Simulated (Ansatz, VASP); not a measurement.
One calculation of GaN, two programs

```
Ga N
1.0
     0.00000    2.20601    2.20601
     2.27424   -0.06823    2.27424
     2.27424    2.27424   -0.06823
Ga N
1 1
Direct
  0.00000 0.00000 0.00000
  0.75000 0.75000 0.75000
```

Change from the starting cell: strain -0.0600 x Voigt [0, 0, 0, 1, 0, 0], atoms carried along.

Alike in both runs: task single point; functional PBE; k mesh 10 × 10 × 10; occupations gaussian, width 0.05 eV; no spin polarisation.

|  | VASP | Ansatz |
| --- | --- | --- |
| version | VASP 6.6.1 | Ansatz 0.2.0 |
| potentials or method | VASP PAW PBE potentials, release 64 (Ga_d, N) | scalar-relativistic, plane waves, PAW |
| plane-wave cutoff (eV) | 520 | 420 |
| valence electrons in the cell | 18 | 18 |

VASP gave:

- gap on the k mesh at the Fermi level (eV): 1.37
- least direct gap on the mesh (eV): 1.37
- pressure (GPa): 0.9
- largest component of the traceless stress (GPa): 10.58
- rms of the force components (eV/Å): 0.248

What did Ansatz give for the same quantities?

gap on the k mesh at the Fermi level (eV): 1.37; least direct gap on the mesh (eV): 1.37; pressure (GPa): 0.9; largest component of the traceless stress (GPa): 10.61; rms of the force components (eV/Å): 0.253.

Atom by atom the forces differ by 0.006 eV/Å (rms over components).
